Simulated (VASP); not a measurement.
# Shielding tensors and field gradients of LiF (Griceite)

Wanted: the shieldings and field gradients at the nuclei of LiF (Griceite). The cell is of the rock-salt type, one of the forms listed for this formula, which need not be the common one. The start is a cell from a database of measured crystal structures.

Program: VASP 6.6.1. Level of theory: PBE; plane waves and PAW (F, Li_sv), in the first sound run; inputs show where later runs differ. Results are calculated unless marked as measured.

Most raw output is cut from this account.

## (1) The starting structure

Symmetry: Fm-3m, No. 225, cubic system. Conventional cell: a = 4.028 Å, b = 4.028 Å, c = 4.028 Å, α = 90.00°, β = 90.00°, γ = 90.00°. Nearest to F lie 6 Li at 2.01 Å. Nearest to Li lie 6 F at 2.01 Å. Farther neighbours and most contacts between anions are not listed.

Coordinates:

```
F Li
1.0
     0.00000    2.01400    2.01400
     2.01400    0.00000    2.01400
     2.01400    2.01400    0.00000
F Li
1 1
Direct
  0.50000 0.50000 0.50000
  0.00000 0.00000 0.00000
```

## (2) Ground state

The next steps need an insulator, so the gap is checked first.

Input file INCAR:

```
SYSTEM = LiF
PREC = Accurate
ENCUT = 650
EDIFF = 1E-07
NELM = 100
ISMEAR = 0
SIGMA = 0.01
LREAL = .FALSE.
ALGO = Normal
GGA = PE
NBANDS = 11
LORBIT = 11
LWAVE = .FALSE.
LCHARG = .FALSE.
KPAR = 4
```

Input file POSCAR:

```
LiF
1.0
    0.0000000000      2.0140000000      2.0140000000
    2.0140000000      0.0000000000      2.0140000000
    2.0140000000      2.0140000000      0.0000000000
F Li
1 1
Direct
    0.5000000000      0.5000000000      0.5000000000
    0.0000000000      0.0000000000      0.0000000000
```

Input file KPOINTS:

```
Automatic mesh
0
Gamma
8 8 8
0 0 0
```

PAW data sets: F and Li_sv (PBE family, release 64).

Launch:

```console
$ mpirun -np 4 vasp_std
```

Wall time 2.8 s (4 MPI ranks of AMD EPYC 7R43, shared host); peak memory 0.39 GiB; 8.7 s of CPU time.

The gap is read on the k-mesh alone, so it is an upper bound where the band edges lie off the mesh.

This step gave:

```yaml
free_energy_toten: -9.642 eV
fermi_energy: -0.8091 eV
pressure: 1.151 GPa
gap_on_the_k_mesh: 9.086 eV
least_direct_gap_on_the_k_mesh: 9.086 eV
```

The cell has a gap of 9.09 eV on this mesh.

## (3) Shielding tensors

This step: chemical shifts by linear response (GIPAW), PBE; plane waves and PAW (F, Li_sv) (VASP 6.6.1).

LCHIMAG computes the induced currents by linear response. It needs tightly converged orbitals and a cutoff well above the default; LEFG adds the field gradients at no cost.

Input file INCAR:

```
SYSTEM = LiF
PREC = Accurate
ENCUT = 700
EDIFF = 1E-09
NELM = 100
ISMEAR = 0
SIGMA = 0.01
LREAL = .FALSE.
ALGO = Normal
GGA = PE
NBANDS = 11
LWAVE = .FALSE.
LCHARG = .FALSE.
KPAR = 4
LCHIMAG = .TRUE.
LEFG = .TRUE.
DQ = 0.001
ICHIBARE = 1
LNMR_SYM_RED = .TRUE.
```

POSCAR is that of step 2.

KPOINTS is that of step 2.

Launch:

```console
$ mpirun -np 4 vasp_std
```

Elapsed: 88 s, on 4 MPI ranks; peak memory 0.62 GiB; 5.8 min of CPU time.

This step gave:

```
free energy (TOTEN)            : -9.643 eV
Fermi energy                   : -0.8086 eV
pressure                       : 1.213 GPa
gap on the k-mesh              : 9.080 eV
least direct gap on the k-mesh : 9.080 eV
```

Valence and core; the G = 0 term is that of a spherical sample. NMR shielding, by row:

| atom | isotropic shielding (ppm) | span (ppm) | skew | isotropic shielding without the G = 0 term (ppm) |
| --- | --- | --- | --- | --- |
| F1 | 367.1 | 0 | - | 361.2 |
| Li2 | 87.33 | 0 | - | 81.38 |

Ordered as |Vzz| ≥ |Vxx| ≥ |Vyy|, the program's way. Electric field gradients, by row:

| atom | Vxx (V/Å²) | Vyy (V/Å²) | Vzz (V/Å²) | asymmetry |
| --- | --- | --- | --- | --- |
| F1 | 0 | 0 | -0.001 | - |
| Li2 | 0.001 | 0.001 | -0.002 | - |

## (4) Another functional

This step: chemical shifts by linear response (GIPAW), PBEsol; plane waves and PAW (F, Li_sv) (VASP 6.6.1).

The functional is changed, to see how much the shieldings depend on it.

Edit INCAR of step 3 so:

```diff
@@ -9,3 +9,3 @@
 ALGO = Normal
-GGA = PE
+GGA = PS
 NBANDS = 11
```

POSCAR is that of step 3.

KPOINTS is that of step 3.

Launch:

```console
$ mpirun -np 4 vasp_std
```

The job ended after 85 s (4 MPI ranks; peak memory 0.6 GiB).

The PAW data sets were made with PBE, which is usual practice but a small mismatch for other functionals.

This step gave:

```yaml
free_energy_toten: -9.857 eV
fermi_energy: -0.9684 eV
pressure: -1.686 GPa
gap_on_the_k_mesh: 8.910 eV
least_direct_gap_on_the_k_mesh: 8.910 eV
```

Valence and core; the G = 0 term is that of a spherical sample. NMR shielding, by row:

| atom | isotropic shielding (ppm) | span (ppm) | skew | isotropic shielding without the G = 0 term (ppm) |
| --- | --- | --- | --- | --- |
| F1 | 361.8 | 0 | - | 355.8 |
| Li2 | 86.79 | 0 | - | 80.79 |

Ordered as |Vzz| ≥ |Vxx| ≥ |Vyy|, the program's way. Electric field gradients, by row:

| atom | Vxx (V/Å²) | Vyy (V/Å²) | Vzz (V/Å²) | asymmetry |
| --- | --- | --- | --- | --- |
| F1 | 0 | 0 | -0.001 | - |
| Li2 | 0.001 | 0.001 | -0.002 | - |

Against the first shielding run the largest change is -5.3 ppm, on F1.

## (5) Summary

This step: chemical shifts by linear response (GIPAW), PBE, PBEsol; plane waves and PAW (VASP 6.6.1).

This step runs nothing: it gathers the runs above.

Isotropic shieldings. Cost is wall time times ranks on a shared host. Shieldings by setting:

| run | ENCUT (eV) | k mesh | F1, Wyckoff letter b (ppm) | Li2, Wyckoff letter a (ppm) | cost (core minutes) |
| --- | --- | --- | --- | --- | --- |
| first shielding run | 700 | 8x8x8 | 367.1 | 87.33 | 5.87 |
| another functional | 700 | 8x8x8 | 361.8 | 86.79 | 5.67 |

## (6) Results

```
F, isotropic shielding  : 367.1 ppm
Li, isotropic shielding : 87.3 ppm
```

In words: At PBE, in the first shielding run, the isotropic shieldings are F 367.1 ppm; Li 87.3 ppm. In the first shielding run all tensors are isotropic to 0.5 ppm, as the cubic site symmetry asks. In the undistorted cell the field gradients vanish by symmetry; what its table shows is numerical noise. Against the first shielding run, the one with another functional moves the shieldings by at most 5.3 ppm. Shifts were not obtained, since a shift is the shielding of a reference compound, computed alike, less these values. The G = 0 term is the part set by the sample's shape, taken here for a sphere. No finer mesh was run, so convergence in it isn't shown. VASP's guide advises LASPH and NLSPLINE for shieldings, which this input doesn't set; the effect wasn't tested. Where the functional isn't the one that the data sets were made with, the shieldings hold that mismatch too. The cell is of the rock-salt type, one of the forms listed for this formula, which need not be the common one.

[Lines on the potential files, build, host, timing and source positions are cut from VASP's logs without a mark.]

[Logs are printed without paths, hosts, clocks, repeated set-up lines and the standing remarks that a program may print on its own settings, such as how far it seeks lower states.]

[Hosts, paths, dates, database ids (printed as entryN), source tags and the programs' standing remarks are cut or masked in the printed files.]
